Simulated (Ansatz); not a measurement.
# AlN (F-43m) in Ansatz: notebook

Aim: see how the results for AlN move with the level of theory and the settings. Levels: LDA, PBEsol+D4. Tasks: relaxation of cell and atoms.

Everything below comes from runs of Ansatz 0.2.0. Logs are shortened: lines on timing, memory, paths and dates and some standing lists are left out, and cuts for length are marked.

## (1) Starting point

It takes space group F-43m (No. 216, cubic). The conventional cell has a = 4.368 Å, b = 4.368 Å, c = 4.368 Å, α = 90.00°, β = 90.00°, γ = 90.00°. Around Al (site symmetry -43m) lie 4 N at 1.89 Å. Around N (site symmetry -43m) lie 4 Al at 1.89 Å.

Measurements of this composition are mostly on another form, of space group No. 186.

## (2) Relaxation of cell and atoms, LDA

input.yaml reads:

```yaml
crystal:
  lattice:
    - [0.0, 2.1839935596, 2.1839935596]
    - [2.1839935596, 0.0, 2.1839935596]
    - [2.1839935596, 2.1839935596, 0.0]
  atoms:
    - { symbol: Al, position: [0.0, 0.0, 0.0] }
    - { symbol: "N", position: [0.25, 0.25, 0.25] }
kpoints:
  mp_grid: { grid: [10, 10, 10] }
scf:
  occupations: { method: fermi_dirac, width: 0.05 }
hamiltonian:
  xc: lda
  pseudopotentials: { kind: all_electron, lapw: { basis_error: 0.001 } }
output:
  forces: true
  stress: true
relax:
  f_tol: 0.01
  max_steps: 60
  cell: {}
```

Potentials or basis: all-electron LAPW, scalar-relativistic.

The run is started by

```console
$ ansatz run input.yaml --threads 1 --pin off --max-ram 3072MiB --backend cpu --events-out ev --progress --plain --runs-dir out
```

Output:

```text
Warning: RAYON_NUM_THREADS=1 ignored (pool sized by the plan → 1); use --threads N
The last accepted step is kept in <dir> (removed where the run ends without a failure and the disk answers)
LAPW: plane waves up to 10.300 Å⁻¹, error target 1.0e-3 eV per atom; small_component_spin mean_spin; N in spheres of 0.876 Å, 7 of its electrons in bands, Dirac shells []; Al in spheres of 0.958 Å, 11 of its electrons in bands, Dirac shells [] (how accurate: hamiltonian.pseudopotentials.lapw.basis_error, Limitations)
Engine: ansatz 0.2.0, x86_64-unknown-linux-gnu
Pseudopotentials: kind: all_electron
Pseudopotential: Al, LAPW, valence charge 11, lapw/all_electron/scalar/gaussian/Al, Koelling and Harmon's equation, gaussian nucleus
Pseudopotential: N, LAPW, valence charge 7, lapw/all_electron/scalar/gaussian/N, Koelling and Harmon's equation, gaussian nucleus
Functional definition: SPW92
  exchange = slater_x
  correlation = pw_c
Crystal: 2 atoms, lattice volume = 20.835 Å³
Basis set: ecut = 404.1757890571417 eV, 387 PW (Γ), exchange–correlation at level 2
Bands: 13, of which v1, the nominal top of the filled ones, is band 9 counted from 1 (8 counted from 0)
Symmetry: 24 space group operations
Space group: F-43m (ITA 216), of the structure as read, at distance tolerance 2.8e-5 Å
k-points: 47 of 1000 (time reversal used)
Non-local potential: Al, projectors of the file, none
Non-local potential: N, projectors of the file, none
Initial density: superposition of atomic densities (chi_scale 0.1, normalization cell, long waves kept (reshape's long-wave potential 0.00 eV rms))
Initial wavefunctions: plane waves of lowest kinetic energy (no species holds an atomic orbital)
Functional: x = slater, c = lda
iter 1 solved again at ethr=3.30e-2 eV; its pass at ethr=1.00e-1 eV (dr2=5.93e0 eV) is discarded
SCF iter   1: F=—  HF=-8068.569827 eV  |F-HF|=—  |Δ(HF+E_count)|=         —  Δρ=1.54e-1  dr2=5.93e0  ethr=3.30e-2  ⟨swp⟩=2.0  Hψ=4127  notcnv=0
preconditioner: auto → none  [insulator: Δε(μ)=6.097 eV  Ē_g=16.902 eV  σ=0.050 eV  W_gap=1.00  n_scr=8 (ndim 8)  ℏωp=23.0 eV  f_vac=0.000  D(μ)=0.00/eV (n_scr^D=0)  ε∞_Penn≈2.9]
iter 2 solved again at ethr=2.25e-3 eV; its pass at ethr=3.30e-2 eV (dr2=4.05e-1 eV) is discarded
SCF iter   2: F=—  HF=-8066.495025 eV  |F-HF|=—  |Δ(HF+E_count)|=    2.07e0  Δρ=5.30e-2  dr2=4.05e-1  ethr=2.25e-3  ⟨swp⟩=2.0  Hψ=3307  notcnv=0
SCF iter   3: F=—  HF=-8066.093573 eV  |F-HF|=—  |Δ(HF+E_count)|=   4.01e-1  Δρ=1.74e-2  dr2=5.11e-2  ethr=2.25e-3  ⟨swp⟩=3.0  Hψ=1991  notcnv=0
SCF iter   4: F=—  HF=-8066.075809 eV  |F-HF|=—  |Δ(HF+E_count)|=         —  Δρ=9.90e-4  dr2=2.33e-4  ethr=2.84e-4  ⟨swp⟩=2.0  Hψ=1829  notcnv=0
the basis was enlarged: its passes take 53.0 KiB over the memory plan, 1 of 1 planned eigensolver slots
SCF iter   5: F=—  HF=-8066.075542 eV  |F-HF|=—  |Δ(HF+E_count)|=   2.67e-4  Δρ=3.65e-4  dr2=3.46e-5  ethr=1.29e-6  ⟨swp⟩=2.0  Hψ=1645  notcnv=0
SCF iter   6: F=—  HF=-8066.075516 eV  |F-HF|=—  |Δ(HF+E_count)|=   2.62e-5  Δρ=7.90e-5  dr2=4.96e-7  ethr=1.92e-7  ⟨swp⟩=2.0  Hψ=1645  notcnv=0
SCF iter   7: F=-8066.075515 eV  HF=-8066.075515 eV  |F-HF|=1.14e-9  |Δ(HF+E_count)|=   4.26e-7  Δρ=6.26e-6  dr2=4.20e-9  ethr=2.75e-9  ⟨swp⟩=2.0  Hψ=1645  notcnv=0
SCF 1 converged in 7 iterations: F = -8066.075515 eV  dr2 = 4.20e-9
relax step   1: F+E_penalty+E_count = -8066.07551520 eV  Δ(F+E_penalty+E_count) = +0.000e0 eV  max|allowed force component| = 1.619e-16 eV/Å  Δτ_max = 0.0000 Å  P = -3.588 GPa  Ω = 20.835 Å³  (7 SCF iters, accepted)
Crystal: 2 atoms, lattice volume = 20.653 Å³
Basis set: ecut = 406.53635235377203 eV, 387 PW (Γ), exchange–correlation at level 2
Initial density: handed on by an earlier stage of this run
Initial wavefunctions: those handed on with the density
iter 1 solved again at ethr=4.68e-7 eV; its pass at ethr=1.00e-1 eV (dr2=8.42e-5 eV) is discarded
SCF iter   1: F=—  HF=-8066.078629 eV  |F-HF|=—  |Δ(HF+E_count)|=         —  Δρ=5.20e-4  dr2=6.42e-5  ethr=4.68e-7  ⟨swp⟩=4.0  Hψ=3322  notcnv=0
preconditioner: auto → none  [insulator: Δε(μ)=3.250 eV  Ē_g=15.308 eV  σ=0.050 eV  W_gap=1.00  n_scr=8 (ndim 8)  ℏωp=23.1 eV  f_vac=0.000  D(μ)=0.00/eV (n_scr^D=0)  ε∞_Penn≈3.3]
SCF iter   2: F=—  HF=-8066.078599 eV  |F-HF|=—  |Δ(HF+E_count)|=   2.95e-5  Δρ=2.30e-4  dr2=1.09e-5  ethr=3.57e-7  ⟨swp⟩=2.9  Hψ=1737  notcnv=0
SCF iter   3: F=—  HF=-8066.078594 eV  |F-HF|=—  |Δ(HF+E_count)|=   4.95e-6  Δρ=7.27e-5  dr2=1.15e-6  ethr=6.04e-8  ⟨swp⟩=2.6  Hψ=1673  notcnv=0
iter 4 solved again at ethr=1.24e-10 eV; its pass at ethr=6.37e-9 eV (dr2=2.23e-8 eV) is discarded
SCF iter   4: F=-8066.078594 eV  HF=-8066.078594 eV  |F-HF|=2.54e-9  |Δ(HF+E_count)|=   1.76e-7  Δρ=1.30e-5  dr2=2.21e-8  ethr=1.24e-10  ⟨swp⟩=2.0  Hψ=2867  notcnv=0
SCF 2 converged in 4 iterations: F = -8066.078594 eV  dr2 = 2.21e-8
relax step   2: F+E_penalty+E_count = -8066.07859396 eV  Δ(F+E_penalty+E_count) = -3.079e-3 eV  max|allowed force component| = 3.701e-17 eV/Å  Δτ_max = 0.0000 Å  P = -1.844 GPa  Ω = 20.653 Å³  (4 SCF iters, accepted)
Crystal: 2 atoms, lattice volume = 20.465 Å³
Basis set: ecut = 409.0238497006294 eV, 387 PW (Γ), exchange–correlation at level 2
iter 1 solved again at ethr=5.24e-7 eV; its pass at ethr=1.00e-1 eV (dr2=9.43e-5 eV) is discarded
SCF iter   1: F=—  HF=-8066.079694 eV  |F-HF|=—  |Δ(HF+E_count)|=         —  Δρ=5.57e-4  dr2=7.18e-5  ethr=5.24e-7  ⟨swp⟩=4.0  Hψ=3322  notcnv=0
preconditioner: auto → none  [insulator: Δε(μ)=3.255 eV  Ē_g=15.398 eV  σ=0.050 eV  W_gap=1.00  n_scr=8 (ndim 8)  ℏωp=23.2 eV  f_vac=0.000  D(μ)=0.00/eV (n_scr^D=0)  ε∞_Penn≈3.3]
SCF iter   2: F=—  HF=-8066.079661 eV  |F-HF|=—  |Δ(HF+E_count)|=   3.31e-5  Δρ=2.45e-4  dr2=1.21e-5  ethr=3.99e-7  ⟨swp⟩=3.0  Hψ=1738  notcnv=0
SCF iter   3: F=—  HF=-8066.079656 eV  |F-HF|=—  |Δ(HF+E_count)|=   5.38e-6  Δρ=8.01e-5  dr2=1.31e-6  ethr=6.74e-8  ⟨swp⟩=2.6  Hψ=1672  notcnv=0
iter 4 solved again at ethr=1.42e-10 eV; its pass at ethr=7.28e-9 eV (dr2=2.55e-8 eV) is discarded
SCF iter   4: F=-8066.079656 eV  HF=-8066.079656 eV  |F-HF|=3.13e-9  |Δ(HF+E_count)|=   1.70e-7  Δρ=1.42e-5  dr2=2.54e-8  ethr=1.42e-10  ⟨swp⟩=2.0  Hψ=2867  notcnv=0
SCF 3 converged in 4 iterations: F = -8066.079656 eV  dr2 = 2.54e-8
relax step   3: F+E_penalty+E_count = -8066.07965585 eV  Δ(F+E_penalty+E_count) = -1.062e-3 eV  max|allowed force component| = 7.748e-17 eV/Å  Δτ_max = 0.0000 Å  P = +0.049 GPa  Ω = 20.465 Å³  (4 SCF iters, accepted)
iter 1 solved again at ethr=1.41e-10 eV; its pass at ethr=1.00e-1 eV (dr2=2.54e-8 eV) is discarded
SCF iter   1: F=—  HF=-8066.079656 eV  |F-HF|=—  |Δ(HF+E_count)|=         —  Δρ=1.42e-5  dr2=2.54e-8  ethr=1.41e-10  ⟨swp⟩=4.1  Hψ=3006  notcnv=0
preconditioner: auto → none  [insulator: Δε(μ)=3.244 eV  Ē_g=15.393 eV  σ=0.050 eV  W_gap=1.00  n_scr=8 (ndim 8)  ℏωp=23.2 eV  f_vac=0.000  D(μ)=0.00/eV (n_scr^D=0)  ε∞_Penn≈3.3]
SCF iter   2: F=-8066.079656 eV  HF=-8066.079656 eV  |F-HF|=1.42e-9  |Δ(HF+E_count)|=   2.58e-9  Δρ=7.12e-6  dr2=5.96e-9  ethr=1.41e-10  ⟨swp⟩=2.0  Hψ=1645  notcnv=0
SCF 4 converged in 2 iterations: F = -8066.079656 eV  dr2 = 5.96e-9
relax step   4: F+E_penalty+E_count = -8066.07965591 eV  Δ(F+E_penalty+E_count) = -5.987e-8 eV  max|allowed force component| = 6.014e-17 eV/Å  Δτ_max = 0.0000 Å  P = +0.049 GPa  Ω = 20.465 Å³  stress off target by 4.90e-2 GPa  SCF on the basis re-selected at this cell (its energy is not comparable with the rows above)  (2 SCF iters)
basis re-selected at this cell: Δ(F+E_penalty+E_count) = -5.987e-8 eV, ΔP = -0.000 GPa vs the last step (what re-selecting the basis moved, after the strain that the cell walked since its last selection, with what the two solves' SCF thresholds leave and, on support functions, any second-order correction that the steps lacked; it is no measure of the basis error at this ecutwfc). This SCF's stress stands 4.90e-2 GPa from its target on what of the cell is left free (relax.cell.stress_tol is 5.00e-2 GPa) and its largest allowed force component is 6.01e-17 eV/Å (relax.f_tol is 1.00e-2 eV/Å): within both
SCF converged after 2 iterations
Free energy (F): -8066.079656 eV
Harris-Foulkes:  -8066.079656 eV  (|F-HF|=1.42e-9)
Internal energy: -8066.079656 eV  (E = F + TS)
E sigma→0 (E₀):  -8066.079656 eV
Fermi energy:    10.102645 eV
--- Per-component energies (eV) ---
  E_band       = -1196.989593
  E_kinetic    = 8065.767315
  E_xc         = -661.596794
  E_electrostatic = -15470.250177  (all electrons and nuclei)
  E_smearing   = -0.000000  (= −TS)
  E_closure    = 0.000000  (closes the sum)
  E_atoms      = -8049.684938  (free atoms, spherical and without spin; not in F)
  Σ components = -8066.079656   (vs F -8066.079656, Δ=0.00e0)
  Basis errors (estimates in eV, not in F): energy 4.6e-4 per atom: plane waves 4.4e-4 (2.7e-4 summed), levels above the bands 6.6e-84, relativity 1.0e-8, radial functions 2.1e-5, core shells 1.5e-11; eigenvalues (radial functions only) 1.8e-6; not estimated: angular momenta, meshes, grids; target (lapw.basis_error) 1.0e-3; muffin-tin radii N 0.871 Å, Al 0.953 Å
--- Forces (eV/Å), atoms counted from 1 ---
  atom   1  Al     0.00000000    -0.00000000     0.00000000
  atom   2  N     -0.00000000     0.00000000    -0.00000000
  max |Σ_I F_I| component: 6.48e-17 eV/Å
--- Stress (GPa, compression-positive) ---
        0.048977      -0.000000       0.000000
       -0.000000       0.048977      -0.000000
        0.000000      -0.000000       0.048977
  P = ⅓ Tr σ = 0.0490 GPa (0.490 kbar)
--- Relaxed structure (3 steps of the walk, 3 accepted, 1 SCFs on fresh bases) ---
  F+E_penalty+E_count = -8066.07965591 eV   max|allowed force component| = 6.014e-17 eV/Å   (the final SCF, on the basis selected at the relaxed cell)
  cell:  # Å, volume = 20.4652 Å³
    - [-1.146458707401508e-34, 2.171011804133336, 2.171011804133336]
    - [2.171011804133336, -1.9744566627470426e-34, 2.171011804133336]
    - [2.171011804133336, 2.171011804133336, 5.159064183306785e-34]
  atoms:
    - { symbol: Al, position: [-3.387270877543172e-35, 1.481213366790065e-35, 7.337173188983346e-35] }
    - { symbol: N, position: [0.25, 0.25, 0.25] }
```

Wall time 7.4 s (1 thread of AMD EPYC 9R45 (Zen 5), shared host); peak memory 0.32 GiB.

Results:

```
Free energy                            : -8066.0797 eV
Relaxed volume                         : 10.23 Å³/atom
Relaxed cell                           : a = 3.070 Å, b = 3.070 Å, c = 3.070 Å, α = 60.00°, β = 60.00°, γ = 60.00°
Space group after relaxing (to 0.05 Å) : F-43m (No. 216)
Energy gained by relaxing              : 2.1 meV/atom
Ionic steps                            : 4
Pressure after relaxing                : 0.0 GPa
Band gap on the k mesh                 : 3.24 eV
```

Step by step:
| step | energy change (eV) | largest force (eV/Å) | volume (Å³) |
| --- | --- | --- | --- |
| 1 | 0.0000 | 0.0000 | 20.83 |
| 2 | -0.0031 | 0.0000 | 20.65 |
| 3 | -0.0041 | 0.0000 | 20.47 |
| 4 | -0.0041 | 0.0000 | 20.47 |

Final structure:
```
CELL_PARAMETERS angstrom
0.00000 2.17101 2.17101
2.17101 0.00000 2.17101
2.17101 2.17101 0.00000
ATOMIC_POSITIONS crystal
Al 0.00000 0.00000 0.00000
N 0.25000 0.25000 0.25000
```

A k mesh can miss the band edges. Expect the measured gap to be larger: semilocal functionals such as LDA lack the derivative discontinuity.

## (3) Relaxation of cell and atoms, PBEsol+D4

input.yaml: that of step 2 with these lines changed.

```diff
@@ -13,3 +13,4 @@
 hamiltonian:
-  xc: lda
+  xc: pbesol
+  dispersion: d4
   pseudopotentials: { kind: all_electron, lapw: { basis_error: 0.001 } }
@@ -19,3 +20,3 @@
 relax:
-  f_tol: 0.01
+  f_tol: 0.005
   max_steps: 60
```

Potentials or basis: all-electron LAPW, scalar-relativistic.

The run is started by

```console
$ ansatz run input.yaml --threads 1 --pin off --max-ram 3072MiB --backend cpu --events-out ev --progress --plain --runs-dir out
```

Output:

```text
Warning: RAYON_NUM_THREADS=1 ignored (pool sized by the plan → 1); use --threads N
[... 1 set-up line as earlier in the session ...]
LAPW: plane waves up to 10.291 Å⁻¹, error target 1.0e-3 eV per atom; small_component_spin mean_spin; N in spheres of 0.877 Å, 7 of its electrons in bands, Dirac shells []; Al in spheres of 0.958 Å, 11 of its electrons in bands, Dirac shells [] (how accurate: hamiltonian.pseudopotentials.lapw.basis_error, Limitations)
[... 4 set-up lines as earlier in the session ...]
Functional definition: PBEsol
  exchange = pbesol_x
  correlation = pbesol_c
Crystal: 2 atoms, lattice volume = 20.835 Å³
Basis set: ecut = 403.46207466970833 eV, 387 PW (Γ), exchange–correlation at level 2
Bands: 13, of which v1, the nominal top of the filled ones, is band 9 counted from 1 (8 counted from 0)
[... 1 set-up line as earlier in the session ...]
[... 60 lines left out ...]
  E_xc         = -678.225748
  E_electrostatic = -15494.205903  (all electrons and nuclei)
  E_disp       = -0.350919  (pairwise vdW)
  E_smearing   = -0.000000  (= −TS)
  E_closure    = 0.000000  (closes the sum)
  E_atoms      = -8066.480992  (free atoms, spherical and without spin; not in F)
  Σ components = -8082.436781   (vs F -8082.436781, Δ=0.00e0)
  Basis errors (estimates in eV, not in F): energy 4.9e-4 per atom: plane waves 4.4e-4 (2.8e-4 summed), levels above the bands 4.8e-84, relativity 2.0e-8, radial functions 4.4e-5, core shells 1.2e-11; eigenvalues (radial functions only) 1.8e-6; not estimated: angular momenta, meshes, grids; target (lapw.basis_error) 1.0e-3; muffin-tin radii N 0.875 Å, Al 0.956 Å
--- Forces (eV/Å), atoms counted from 1 ---
  atom   1  Al    -0.00000000    -0.00000000    -0.00000000
  atom   2  N      0.00000000     0.00000000     0.00000000
  max |Σ_I F_I| component: 5.78e-17 eV/Å
--- Stress (GPa, compression-positive) ---
        0.007770       0.000000       0.000000
        0.000000       0.007770       0.000000
        0.000000       0.000000       0.007770
  P = ⅓ Tr σ = 0.0078 GPa (0.078 kbar)
--- Relaxed structure (3 steps of the walk, 3 accepted, 1 SCFs on fresh bases) ---
  F+E_penalty+E_count = -8082.43678108 eV   max|allowed force component| = 1.064e-16 eV/Å   (the final SCF, on the basis selected at the relaxed cell)
  cell:  # Å, volume = 20.6877 Å³
    - [2.1814561515834248e-34, 2.178849201346873, 2.178849201346873]
    - [2.178849201346873, 1.1353125810795488e-33, 2.178849201346873]
    - [2.178849201346873, 2.178849201346873, 7.197212996465021e-34]
  atoms:
    - { symbol: Al, position: [-7.383102285628e-35, 7.222350447371713e-35, 1.1333004597068173e-34] }
    - { symbol: N, position: [0.25, 0.25, 0.25] }
```

Wall time 8.7 s (1 thread of AMD EPYC 9R45 (Zen 5), shared host); peak memory 0.33 GiB.

What came out:

```
Free energy                            : -8082.4368 eV
Relaxed volume                         : 10.34 Å³/atom
Relaxed cell                           : a = 3.081 Å, b = 3.081 Å, c = 3.081 Å, α = 60.00°, β = 60.00°, γ = 60.00°
Space group after relaxing (to 0.05 Å) : F-43m (No. 216)
Energy gained by relaxing              : 0.3 meV/atom
Ionic steps                            : 4
Pressure after relaxing                : 0.0 GPa
Band gap on the k mesh                 : 3.19 eV
```

The path:
```csv
step,energy change (eV),largest force (eV/Å),volume (Å³)
1,0.0000,0.0000,20.83
2,-0.0005,0.0000,20.76
3,-0.0007,0.0000,20.69
4,-0.0007,0.0000,20.69
```

Final structure:
```
Al N
1.0
     0.00000    2.17885    2.17885
     2.17885    0.00000    2.17885
     2.17885    2.17885    0.00000
Al N
1 1
Direct
  0.00000 0.00000 0.00000
  0.25000 0.25000 0.25000
```

A k mesh can miss the band edges. As with any semilocal functional, this PBEsol gap is likely too small.
